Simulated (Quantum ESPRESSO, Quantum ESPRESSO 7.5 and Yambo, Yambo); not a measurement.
**InP (F-43m): G0W0 with and without spin-orbit coupling**

Is the spin-orbit change of the gap of InP (F-43m) the same in DFT and in GW?

Calculated with Quantum ESPRESSO 7.5 and Yambo 5.3.0; PBE and many-body steps on it, plane waves.

## 1. The structure

The structure is cubic, space group F-43m (No. 216). Conventional cell: a = 5.869 Å, b = 5.869 Å, c = 5.869 Å, α = 90.00°, β = 90.00°, γ = 90.00°. Nearest to In lie 4 P at 2.54 Å. Nearest to P lie 4 In at 2.54 Å. Farther neighbours are not listed.

The cell and positions come from the Crystallography Open Database and are kept as given unless a step says otherwise.

## 2. Empty states on the mesh, 4×4×4 mesh, 198 bands

This step: Quantum ESPRESSO 7.5; DFT, PBE, plane waves, norm-conserving pseudopotentials.

The sums over transitions need many empty states on a uniform mesh; this step solves for them.

pw.in reads:

```
&control
  calculation = 'nscf'
  prefix = 'x'
  outdir = 'o'
  pseudo_dir = 'pseudo'
/
&system
  ibrav = 0
  nat = 2
  ntyp = 2
  ecutwfc = 80.0
  nbnd = 198
  force_symmorphic = .true.
/
&electrons
  conv_thr = 1e-9
  electron_maxstep = 80
  diago_full_acc = .true.
  diago_thr_init = 5e-6
/
ATOMIC_SPECIES
  In 114.82 In.upf
  P 30.974 P.upf
CELL_PARAMETERS angstrom
  -0.0000000000 2.9343500000 2.9343500000
  2.9343500000 -0.0000000000 2.9343500000
  2.9343500000 2.9343500000 -0.0000000000
ATOMIC_POSITIONS crystal
  In 0.0000000000 0.0000000000 0.0000000000
  P 0.2500000000 0.2500000000 0.2500000000
K_POINTS automatic
  4 4 4 0 0 0
```

Launch:

```console
> OMP_NUM_THREADS=1 mpirun -n 4 pw.x -nk 4 -in pw.in > pw.out
```

Output:

```text
Program PWSCF v.7.5 starts

     This program is part of the open-source Quantum ESPRESSO suite
     for quantum simulation of materials; please cite
         "P. Giannozzi et al., J. Phys.:Condens. Matter 21 395502 (2009);
         "P. Giannozzi et al., J. Phys.:Condens. Matter 29 465901 (2017);
         "P. Giannozzi et al., J. Chem. Phys. 152 154105 (2020);
     in publications or presentations arising from this work. More details at

     Atomic positions and unit cell read from directory:
     o/x.save/

     Message from routine setup:
[...]
64.4159  66.7542  66.7542  66.8024  67.0517  67.0517  68.1622  68.8442
     [... 13 further rows ...]
   130.9877 131.0123 131.0123 132.9272 132.9272 134.4063 134.4084 134.4084
   136.0595 136.1224 136.1224 137.3611 137.4139 137.4139

          k = 0.3536 0.0000 0.0000 (  4088 PWs)   bands (ev):

     [... further k-points ...]

     highest occupied, lowest unoccupied level (ev):     8.2604    8.9469

     XML data file, pseudopotentials, collected wavefunctions

=------------------------------------------------------------------------------=
   JOB DONE.
=------------------------------------------------------------------------------=
```

Elapsed: 17 s, on 4 MPI ranks of Arm Neoverse V1, shared host; peak memory 0.48 GiB.

Numbers from this step:

```
gap                                                           : 0.6864 eV
k of the valence top                                          : 0, 0, 0
k of the conduction bottom                                    : 0, 0, 0
least direct gap                                              : 0.6864 eV
k points computed                                             : 8
lowest point of the top converged band, above the valence top : 124.5391 eV
```

On this mesh the gap is 0.686 eV.

The density comes from a self-consistent run that is not shown.

## 3. Conversion and set-up

This step: Yambo 5.3.0; conversion and set-up on PBE, plane waves, norm-conserving pseudopotentials.

The states are converted to the many-body program's format and the q mesh is built.

Launch:

```console
> (cd o/x.save; p2y > p2y.log; mv SAVE ../..); yambo > setup.log
```

Output:

```text
 Yambo, version 5.3.0

 [02] CORE Variables Setup
 =========================

  [02.01] Unit cells
  ==================

  Cell kind             :  FCC
  Atoms in the cell     :  In  P
  number of In atoms    :  1
  number of P  atoms    :  1

  List of atomic masses
  Mass of In    :  114.8200
  Mass of P     :  30.97400

  List of atomic coordinates    : [cc]
  In1       :  0.000000  0.000000  0.000000  order 1
  P1       :  2.772559  2.772559  2.772559  order 2

  Alat factors          :  5.545118  5.545118  5.545118 [a.u.]
  Direct lattice volume :  341.0062 [a.u.]
[...]
==========================================

 IBZ Q-points                                      :   8
 BZ  Q-points                                      :   64

 K/Q-points units:
 rlu = crystal or reduced units; cc = cartesian coordinates; iku = interal k-units

 Q [1]          [rlu]:  0.000000  0.000000  0.000000
 Q [2]          [rlu]:  0.92257E-17  0.92257E-17  0.25000
 Q [3]          [rlu]: -0.18451E-16 -0.18451E-16 -0.50000
[...]
Q [7]          [rlu]:  0.40653E-17 -0.50000     -0.50000
 Q [8]          [rlu]:  0.250000 -0.500000 -0.250000

  [03.01] X indexes
  =================

   [03.01.01] Sigma indexes
   ========================

 [06] Game Over & Game summary
```

Run time: 2.8 s. Hardware: 1 MPI rank; peak memory 0.25 GiB.

## 4. Scalar-relativistic

Now the one-shot GW correction: screening in the RPA, then the self-energy of the levels asked for.

This step: G0W0 on PBE, plane waves, norm-conserving pseudopotentials.

gw1.in reads:

```
HF_and_locXC
gw0
dyson
ppa
em1d
rim_cut
RandQpts= 1000000
RandGvec= 1 RL
EXXRLvcs= 80 Ry
VXCRLvcs= 320 Ry
Chimod= "HARTREE"
% BndsRnXp
 1 | 198 |
%
NGsBlkXp= 17 Ry
% LongDrXp
 1 | 1 | 1 |
%
% GbndRnge
 1 | 198 |
%
DysSolver= "n"
ExtendOut
PPAPntXp= 27.21138 eV
% QPkrange
 1 | 1 | 12 | 15 |
%
```

Launch:

```console
> OMP_NUM_THREADS=1 mpirun -n 4 yambo -F gw1.in -J gw1 -C gw1 > gw1.log
```

Output:

```text
 Yambo, version 5.3.0

 [02] CORE Variables Setup
 =========================

  [... cell, symmetries and grids as in the set-up ...]

  [02.05] Energies & Occupations
  ==============================

  [X] === General ===
  [X] Electronic Temperature                        :  0.000000  0.000000 [eV K]
  [X] Bosonic    Temperature                        :  0.000000  0.000000 [eV K]
  [X] Finite Temperature mode                       : no
  [X] El. density                                   :  0.51453E+24 [cm-3]
  [X] Fermi Level                                   :  8.260446 [eV]

  [X] === Gaps and Widths ===
  [X] Conduction Band Min                           :  0.686430 [eV]
  [X] Valence Band Max                              :  0.000000 [eV]
  [X] Filled Bands                                  :  13
  [X] Empty Bands                                   :   14  198
  [X] Direct Gap                                    :  0.686430 [eV]
  [X] Direct Gap localized at k                     :  1
  [X] Indirect Gap                                  :  0.686430 [eV]
  [X] Indirect Gap between kpts                     :  1  1
  [X] Last valence band width                       :  2.892736 [eV]
  [X] 1st conduction band width                     :  3.606218 [eV]

 [03] Transferred momenta grid and indexing
 ==========================================

 IBZ Q-points                                      :   8
 BZ  Q-points                                      :   64

 K/Q-points units:
 rlu = crystal or reduced units; cc = cartesian coordinates; iku = interal k-units

 Q [1]          [rlu]:  0.000000  0.000000  0.000000
 Q [2]          [rlu]:  0.92257E-17  0.92257E-17  0.25000
 Q [3]          [rlu]: -0.18451E-16 -0.18451E-16 -0.50000
 Q [4]          [rlu]: -0.20327E-17  0.25000      0.25000
 Q [5]          [rlu]: -0.25051E-16  0.25000      0.50000
 Q [6]          [rlu]: -0.73963E-16  0.25000     -0.25000
 Q [7]          [rlu]:  0.40653E-17 -0.50000     -0.50000
 Q [8]          [rlu]:  0.250000 -0.500000 -0.250000

 [04] Coloumb potential Random Integration (RIM)
 ===============================================

  [04.01] RIM initialization
  ==========================

  * Diagonal components only detected *

  8 x (sBL volume)        :  0.090926 [a.u.]
  sBZ random points       :  1000000
  Points outside the sBZ  :   7996195
  RL volume               :  0.727407 [a.u.]
  Integrated volume       :  0.727753 [a.u.]

  [04.02] RIM integrals
  =====================

  Gamma point sphere radius             :  0.081567 [a.u.]
  Points outside the sphere             :   799659
  [Int_sBZ(q=0) 1/q^2]*(Vol_sBZ)^(-1/3) =:  7.764404
                                 should be <:  7.795600

  Summary of Coulomb integrals for non-metallic bands |Q|[au] RIM/Bare

  Q [1] 0.100000E-4 0.995998 * Q [2] 0.245324 1.064860
  Q [4] 0.283276 1.063169 * Q [6] 0.400612 1.026099
  Q [5] 0.469759 1.019144 * Q [3] 0.490648 1.017217
  Q [7] 0.566551 1.014132 * Q [8] 0.633423 1.011005

 [05] Dipoles
 ============

  [05.01] Setup: observables and procedures
  =========================================

 [06] Dynamic Dielectric Matrix (PPA)
 ====================================

 [WR./gw1//ndb.pp]---------------------------------------------------------------
  Brillouin Zone Q/K grids (IBZ/BZ)                :    8   64    8   64
  RL vectors                                       :   5029 [WF]
  Coulomb cutoff potential                         : none
  Electronic Temperature                           :  0.000000 [K]
  Bosonic    Temperature                           :  0.000000 [K]
  PPA    diel. fun.  energies                      : Perdew, Burke & Ernzerhof(X)+Perdew, Burke & Ernzerhof(C)
  wavefunctions                                    : Perdew, Burke & Ernzerhof(X)+Perdew, Burke & Ernzerhof(C)
  Global Gauge                                     : length
  X matrix size                                    :   459
  X band range                                     :    1  198
  X e/h energy range                               : -1.000000 -1.000000 [eV]
  X Time ordering                                  : R
  X Hxc Kernel                                     : HARTREE
  X Drude frequency                                :  0.000000  0.000000
  X poles                                          :  100.0000 [o/o]
  RL vectors in the sum                            :   5029
  [r,Vnl] included                                 : yes
  Field direction                                  :  0.577350E-5  0.577350E-5  0.577350E-5
  BZ energy Double Grid                            : no
  BZ energy DbGd points                            : 0
  BZ Q point size factor                           : -1.000000
  X Optical Averaged directions                    : none

 [07] Local Exchange-Correlation + Non-Local Fock
 ================================================

 [VXC] Plane waves :   33079
 [EXS] Plane waves :   4279

 QP @ state[ 1 ] K range:  1  1
 QP @ state[ 1 ] b range:  12  15

 [xc] Functional : Perdew, Burke & Ernzerhof(X)+Perdew, Burke & Ernzerhof(C)
 [xc] LIBXC used to calculate xc functional
  PP Number of Atomic Species                      :  2
  NLCC RL compoments                               :   33079
  PP Number of Atomic Species                      :  2
  NLCC RL compoments                               :   33079

 [xc] E_xc :  -18.18593 [Ha]
      E_xc :  -36.37185 [Ry]

  Local XC kind (lXC) : Perdew, Burke & Ernzerhof(X)+Perdew, Burke & Ernzerhof(C)
  Non-Local XC kind (nlXC) : Hartree-Fock

  Corrections @ K [1] :  [eV]
 <12|nlXC|12> = -14.69977 -0.80178E-17 <12|lXC|12> = -12.90482 -0.29701E-20
 <13|nlXC|13> = -14.69992 -0.11434E-16 <13|lXC|13> = -12.90482  0.26552E-16
 <14|nlXC|14> = -7.810340 -0.12047E-16 <14|lXC|14> = -11.73024 -0.34770E-20
 <15|nlXC|15> = -6.356933  0.19438E-19 <15|lXC|15> = -10.77631 -0.18882E-15

 [08] Dyson equation: Newton solver
 ==================================

  [08.01] G0W0 (W PPA)
  ====================

  [  GW  ] Bands range     :    1  198
  [GW/PPA] G damping       :  0.100000 [eV]

  QP @ state[ 1 ] K range:  1  1
  QP @ state[ 1 ] b range:  12  15

   Sc/G bands                                       :    1  198
   Sc/G damping                                     :  0.100000 ev
   Sc bands terminator                              : no
   Sx RL components                                 :   4279

   QP @ state[ 1 ] K range                          :  1  1
   QP @ state[ 1 ] b range                          :  12  15
   GF energies kind                                 : Perdew, Burke & Ernzerhof(X)+Perdew, Burke & Ernzerhof(C)
   GF WF`s kind                                     : Perdew, Burke & Ernzerhof(X)+Perdew, Burke & Ernzerhof(C)
   Xs energies kind                                 : Perdew, Burke & Ernzerhof(X)+Perdew, Burke & Ernzerhof(C)
   Xs WF`s kind                                     : Perdew, Burke & Ernzerhof(X)+Perdew, Burke & Ernzerhof(C)

 [11] Game Over & Game summary
```

Run time: 5 min. Hardware: 4 MPI ranks; peak memory 1.8 GiB.

This step gave:

| Item | Value |
| --- | --- |
| G0W0 gap on the points computed | 1.383 eV |
| starting gap on the mesh | 0.6864 eV |
| k of the valence top | 0, 0, 0 |
| k of the conduction bottom | 0, 0, 0 |
| least direct G0W0 gap on the computed points | 1.383 eV |
| Z at the valence top | 0.7801 |
| Z at the conduction bottom | 0.7937 |

The gap on the mesh goes from 0.69 eV to 1.38 eV, a correction of +0.70 eV.

## 5. Empty states on the mesh, 4×4×4 mesh, 396 bands

This step: Quantum ESPRESSO 7.5; DFT, PBE with spin-orbit coupling, plane waves, norm-conserving pseudopotentials.

Changes to pw.in since step 2:

```diff
@@ -11,4 +11,6 @@
   ecutwfc = 80.0
-  nbnd = 198
+  nbnd = 396
   force_symmorphic = .true.
+  noncolin = .true.
+  lspinorb = .true.
 /
```

Launch:

```console
> OMP_NUM_THREADS=1 mpirun -n 4 pw.x -nk 4 -in pw.in > pw.out
```

Output:

```text
[banner, memory and clock lines left out]
Program PWSCF v.7.5 starts

     Atomic positions and unit cell read from directory:
     o/x.save/

     Message from routine setup:
     using ibrav=0 with symmetry is DISCOURAGED, use correct ibrav instead

     G-vector sticks info

     bravais-lattice index     =            0
     lattice parameter (alat)  =       7.8420  a.u.
     unit-cell volume          =     341.0062 (a.u.)^3
     number of atoms/cell      =            2
     number of atomic types    =            2
     number of electrons       =        26.00
[...]
137.0818 137.0818 137.1357 137.1477

          k =-0.3536-0.3536 0.3536 (  4140 PWs)   bands (ev):

  -106.6719-106.6719 -69.7791 -69.7791 -63.1345 -63.1345 -63.1343 -63.1343
[...]
37.5521  37.5521  39.3225  39.3225  39.5101  39.5101  39.8821  39.8821
     [... 38 further rows ...]
   136.0466 136.0466 136.1267 136.1267 136.1360 136.1360 137.3611 137.3611
   137.4114 137.4114 137.4198 137.4198

          k = 0.3536 0.0000 0.0000 (  4088 PWs)   bands (ev):

     [... further k-points ...]

     highest occupied, lowest unoccupied level (ev):     8.2946    8.9539

     XML data file, pseudopotentials, collected wavefunctions
```

The job ended after 1.8 min (4 MPI ranks; peak memory 1.3 GiB; 7.2 min of CPU time).

Numbers from this step:

```yaml
gap: 0.6593 eV
k_of_the_valence_top: 0, 0, 0
k_of_the_conduction_bottom: 0, 0, 0
least_direct_gap: 0.6593 eV
k_points_computed: 8
lowest_point_of_the_top_converged_band_above_the_valence_top: 124.5067 eV
```

On this mesh the gap is 0.659 eV.

The density comes from a self-consistent run that is not shown, made with spin-orbit coupling and fully relativistic files.

(Part 1 of 2 ends here.)

[Paths, hosts, dates, memory and timing lines, banners, echoed tables and standing remarks are left out of the program output.]

[Logs are printed without paths, hosts, clocks, repeated set-up lines and the standing remarks that a program may print on its own settings, such as how far it seeks lower states.]

[Runs of the session that timed out or met a known fault of the program may be left out.]

[Hosts, paths, dates, database ids (printed as entryN), source tags and the programs' standing remarks are cut or masked in the printed files.]
